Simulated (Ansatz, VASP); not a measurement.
# One calculation of MgO, two programs

```
Mg O
1.0
     2.63316    0.00000    0.00000
     0.00000    2.63316    0.00000
     0.00000    0.00000    2.63316
Mg O
1 1
Cartesian
  0.0000 0.0000 0.0000
  1.3166 1.3166 1.3166
```

Alike in both runs: task single point; functional PBEsol; k mesh 14 × 14 × 14; occupations gaussian, width 0.05 eV; no spin polarisation.

|  | VASP | Ansatz |
| --- | --- | --- |
| version | VASP 6.6.1 | Ansatz 0.2.0 |
| potentials or method | VASP PAW PBE potentials, release 64 (Mg, O) | scalar-relativistic, plane waves, PAW |
| plane-wave cutoff (eV) | 520 | 420 |
| valence electrons in the cell | 8 | 16 |

Ansatz gave:

| Quantity | Value |
| --- | --- |
| gap on the k mesh at the Fermi level (eV) | 2.47 |
| least direct gap on the mesh (eV) | 3.49 |
| pressure (GPa) | 0.0 |

Which values does VASP return?

gap on the k mesh at the Fermi level (eV): 2.47; least direct gap on the mesh (eV): 3.49; pressure (GPa): -0.5.

The two sets of potentials don't hold the same shells in valence.

Caveats: the PAW data sets were made with another functional, which shifts forces and pressure a little (VASP). A k mesh can miss the band edges.
